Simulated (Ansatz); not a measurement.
**SiO2, one structure, two calculations**

Cell: a structure deposited in the COD whose atoms were relaxed with PBE, the cell held.

Space group Pbcn (No. 60); a = 4.0970, b = 5.0462, c = 4.4946 Å.

| site | Wyckoff | site symmetry | x | y | z |
| --- | --- | --- | --- | --- | --- |
| Si | 4c | .2. | 0.0000 | 0.1524 | 0.2500 |
| O | 8d | 1 | 0.7316 | 0.6172 | 0.9200 |

One atom of each set is listed.

First run. Computed with Ansatz: DFT, PBE, plane waves and PAW, scalar-relativistic, 420 eV cutoff, Γ-centred 5×4×5 k-points, Fermi–Dirac smearing 0.02 eV.

| site | V_zz (10²¹ V/m²) | η |
| --- | --- | --- |
| Si | -1.03 | 0.72 |
| O | -11.54 | 0.40 |

Second run. The same atoms and settings, except that the functional is r2SCAN and the cutoff is 500 eV.

Problem. What does the second run give?

Solution. 

```tsv
site	V_zz	η	change of V_zz
Si	-1.04	0.70	-0.01
O	-11.69	0.40	-0.15
```

The largest change of V_zz is on O, from -11.54 to -11.69. In per cent, |V_zz| changes by +1 on Si, +1 on O (all sites that start above 0.5).

For the first run: At this cell the PBE pressure is 6 GPa, so with PBE the cell would grow if it were relaxed.
For the second run: At this cell the principal stresses reach 5 GPa in size with r2SCAN, which can matter for small gradients.
